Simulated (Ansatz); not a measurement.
Crystal: Lu.

```
Lu
1.0
    -1.95411    1.95411    1.95411
     1.95411   -1.95411    1.95411
     1.95411    1.95411   -1.95411
Lu
1
Cartesian
  0.0000 0.0000 0.0000
```

This isn't the form of Lu at room conditions, which is hcp.

Below is the output of Ansatz 0.2.0 for this cell. Logs are shortened: lines on timing, memory, paths and dates and some standing lists are left out, and cuts for length are marked.

```text
Warning: RAYON_NUM_THREADS=1 ignored (pool sized by the plan → 1); use --threads N
scf.n_extra_bands = 6 over 13 filled bands (N_el = 25.0): the run solves 19 bands
Engine: ansatz 0.2.0, aarch64-unknown-linux-gnu
Pseudopotentials: kind: paw, level: accurate
Pseudopotential: Lu, paw, valence charge 25, recommended cutoff 760 eV (high), Lu.paw.azcp
Functional definition: r2SCAN
  parameter k0 = 0.174
  parameter k1 = 0.065
  parameter a1 = 4.9479
  exchange = r2scan_x(k0 = k0, k1 = k1, a1 = a1)
  correlation = r2scan_c
Crystal: 1 atoms, lattice volume = 29.847 Å³
Basis set: ecut = 760 eV, 1433 PW (Γ), exchange–correlation on 128×128×128 points (64 copies of the dense FFT grid, shifted against one another)
Bands: 19, of which v1, the nominal top of the filled ones, is band 13 counted from 1 (12 counted from 0)
Symmetry: 48 space group operations
Space group: Im-3m (ITA 229), of the structure as read, at distance tolerance 3.1e-5 Å
k-points: 47 of 1000
Non-local potential: Lu, projectors of the file, l = 0: 3, l = 1: 3, l = 2: 2, l = 3: 3
PAW form: soft (Blöchl's): semilocal exchange-correlation on the pseudo side does not see the compensation charge
PAW frozen core: Lu, regenerated for the run's functional (the file was generated under x = pbe(κ = 0.804, μ = 0.2195149727645171), c = pbe(β = 0.06672455060314922))
PAW one-centre angular grid: Lu, 974 points (default); XC on 224 Gauss nodes
Initial density: superposition of atomic densities (chi_scale 0.1, normalization cell)
Initial wavefunctions: pseudopotential atomic-orbital guess
Functional: x = r2scan, c = r2scan; τ floored in thin density (d = 2e-4 eV/Å³)
iter 1 solved again at ethr=6.85e-4 eV; its pass at ethr=3.10e-3 eV (dr2=1.71e-1 eV) is discarded
SCF iter   1: F=—  HF=-14757.673966 eV  |F-HF|=—  |Δ(HF+E_count)|=         —  Δρ=2.05e-2  dr2=1.71e-1  dr2_τ=6.67e-3  ethr=6.85e-4  ⟨swp⟩=1.7  Hψ=6187  notcnv=0
preconditioner: auto → Kerker (q_TF=auto, 2.649 Å⁻¹)  [metal: Δε(μ)=0.054 eV  Ē_g=16.270 eV  σ=0.050 eV  W_gap=0.26  n_scr=12 (ndim 8)  ℏωp=32.6 eV  f_vac=0.000  D(μ)=1.99/eV (n_scr^D=18)]
SCF iter   2: F=—  HF=-14757.734824 eV  |F-HF|=—  |Δ(HF+E_count)|=   6.09e-2  Δρ=1.59e-2  dr2=1.03e-1  dr2_τ=2.20e-3  ethr=6.83e-4  ⟨swp⟩=3.1  Hψ=1558  notcnv=0
SCF iter   3: F=—  HF=-14757.736536 eV  |F-HF|=—  |Δ(HF+E_count)|=   1.71e-3  Δρ=6.48e-3  dr2=9.18e-3  dr2_τ=3.34e-4  ethr=4.13e-4  ⟨swp⟩=3.8  Hψ=2021  notcnv=0  defer=41
SCF iter   4: F=—  HF=-14757.735311 eV  |F-HF|=—  |Δ(HF+E_count)|=   1.22e-3  Δρ=1.40e-3  dr2=3.02e-4  dr2_τ=1.32e-4  ethr=3.67e-5  ⟨swp⟩=3.0  Hψ=1916  notcnv=0  defer=64
SCF iter   5: F=—  HF=-14757.735354 eV  |F-HF|=—  |Δ(HF+E_count)|=   4.29e-5  Δρ=7.30e-4  dr2=1.78e-4  dr2_τ=2.08e-6  ethr=1.21e-6  ⟨swp⟩=2.7  Hψ=1589  notcnv=0  defer=64
SCF iter   6: F=—  HF=-14757.735396 eV  |F-HF|=—  |Δ(HF+E_count)|=   4.26e-5  Δρ=1.40e-4  dr2=4.80e-6  dr2_τ=5.14e-7  ethr=7.14e-7  ⟨swp⟩=2.6  Hψ=1262  notcnv=0  defer=64
SCF iter   7: F=—  HF=-14757.735407 eV  |F-HF|=—  |Δ(HF+E_count)|=   1.06e-5  Δρ=4.90e-5  dr2=6.99e-7  dr2_τ=3.39e-8  ethr=1.92e-8  ⟨swp⟩=2.5  Hψ=1312  notcnv=0  defer=64
SCF iter   8: F=-14757.735407 eV  HF=-14757.735407 eV  |F-HF|=8.02e-9  |Δ(HF+E_count)|=   3.42e-7  Δρ=5.17e-6  dr2=5.06e-9  dr2_τ=3.73e-10  ethr=4.00e-10  ⟨swp⟩=13.9  Hψ=7318  notcnv=0
SCF 1 converged in 8 iterations: F = -14757.735407 eV  dr2 = 5.06e-9
  greatest PAW one-centre occupation: 0.994 electrons in one spin orbital (limit 2), on the Lu atom at site 0 (counted from 0), in its partial waves of l = 0
NSCF: frozen V_eff on 120 k-points
SCF converged after 8 iterations
Free energy (F): -14757.735407 eV
Harris-Foulkes:  -14757.735407 eV  (|F-HF|=8.02e-9)
Internal energy: -14757.719582 eV  (E = F + TS)
E sigma→0 (E₀):  -14757.727495 eV
Entropy (-TS):   -0.015825 eV (-15.825 meV/atom)
Fermi energy:    13.428676 eV
--- Per-component energies (eV) ---
  E_band       = -28.324203
  E_kinetic    = 535.427842
  E_local      = -8320.219058  (includes V_loc(G=0)·N_el)
  E_nonlocal   = 1990.857991
  E_hartree    = 2825.656401
  E_xc         = -201.250536
  E_vxc        = -259.836775  (∫ρ·V_xc dr)
  E_paw        = -7398.633686  (= ΣΔE_a)
  E_vpaw       = 356.962740  (= ΣTr[D̂ρ^β])
  E_aug_tail   = -0.000001  (compensation charges beyond the density's cutoff)
  E_vtau       = 17.169898  (kinetic-family band-sum trace: ∫τ·v_τ [+ j·A + Jᵃ·Aᵃ] dr)
  E_ewald      = -4190.186727
  E_core_change = 0.628192  (= ΣΔE_core)
  E_smearing   = -0.015825  (= −TS)
  E_closure    = 0.000000  (closes the sum)
  Σ components = -14757.735407   (vs F -14757.735407, Δ=0.00e0)
--- Forces (eV/Å), atoms counted from 1 ---
  atom   1  Lu     0.00000000    -0.00000000    -0.00000000
  max |Σ_I F_I| component: 2.47e-31 eV/Å
--- Stress (GPa, compression-positive) ---
       -0.519706       0.000000       0.000000
       -0.000000      -0.519706      -0.000000
        0.000000       0.000000      -0.519706
  P = ⅓ Tr σ = -0.5197 GPa (-5.197 kbar)
--- Band table (eV; the first three rows and the last of 47) ---
  k-point 0: bands = ["-44.6963", "-14.4693", "-14.4693", "-14.4693", "7.0724", "8.1081", "8.1081", "8.1081", "8.1981", "8.1981", "8.1981", "8.2156", "15.8727", "15.8727", "15.8727", "17.9994", "17.9994", "25.4384", "25.4384"]
  k-point 1: bands = ["-44.6934", "-14.5155", "-14.4838", "-14.4695", "7.3665", "8.1106", "8.1129", "8.1139", "8.1929", "8.1955", "8.1958", "8.2093", "15.6429", "15.7246", "16.1631", "17.6909", "17.9979", "25.7063", "26.0066"]
  k-point 2: bands = ["-44.6859", "-14.6340", "-14.5214", "-14.4700", "8.1157", "8.1264", "8.1296", "8.1763", "8.1788", "8.1911", "8.1971", "8.2046", "15.0723", "15.1150", "17.0080", "17.5326", "18.0516", "25.8019", "26.7272"]
  k-point 46: bands = ["-44.6433", "-14.7913", "-14.7913", "-14.7913", "8.0975", "8.1488", "8.1488", "8.1488", "8.2025", "8.2025", "8.2025", "11.8806", "11.8806", "19.3021", "19.3021", "19.3021", "20.1385", "20.1385", "20.1385"]
```

Problem. What input gives this log?

Solution. Projected density of states with r2SCAN, no spin polarisation. The files as run (others can give the same):

input.yaml
```yaml
crystal:
  lattice:
    - [-1.9541071088, 1.9541071088, 1.9541071088]
    - [1.9541071088, -1.9541071088, 1.9541071088]
    - [1.9541071088, 1.9541071088, -1.9541071088]
  atoms:
    - { symbol: Lu, position: [0.0, 0.0, 0.0] }
hamiltonian:
  xc: r2scan
  pseudopotentials: { kind: paw, level: accurate }
kpoints:
  mp_grid: { grid: [10, 10, 10] }
scf:
  occupations: { method: fermi_dirac, width: 0.05 }
  n_extra_bands: 6
output:
  forces: true
  stress: true
  eigenvalues: true
  dos: { projected: true, de: 0.05, nscf_kmesh: { grid: [15, 15, 15] } }
  write_density: true
  write_potential: true
  elf: true
  volumetric_format: npy
```

Potentials or basis: Ansatz PAW earlier set.
Command:
```sh
$ ansatz run input.yaml --threads 1 --pin off --max-ram 2560MiB --backend cpu --events-out ev --progress --plain --runs-dir out
```

Caveat: the PAW data sets come from PBE, with cores solved anew for the run's functional, which leaves a small shift of forces and pressure.
